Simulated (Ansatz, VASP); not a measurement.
# La in VASP and in Ansatz

```
CELL_PARAMETERS angstrom
2.94828 0.00000 0.00000
0.00000 2.94828 0.00000
0.00000 0.00000 2.94828
ATOMIC_POSITIONS crystal
La 0.00000 0.00000 0.00000
```

Change from the starting cell: volume scaled by 0.8, PAW files.

Alike in both runs: task single point; functional LDA; k mesh 13 × 13 × 13; occupations fermi-dirac, width 0.05 eV; no spin polarisation.

```csv
,VASP,Ansatz
version,VASP 6.6.1,Ansatz 0.2.0
potentials or method,"VASP PAW LDA potentials, release 64 (La)","PAW with Ansatz's default frozen-core files, scalar-relativistic"
plane-wave cutoff (eV),520,420
valence electrons in the cell,11,11
```

Ansatz gave:

| Item | Value |
| --- | --- |
| pressure (GPa) | 10.1 |

Task: What did VASP give for the same quantities?

Result: Pressure (GPa): 9.8.

Spin-orbit coupling is left out, which matters for the levels of La.
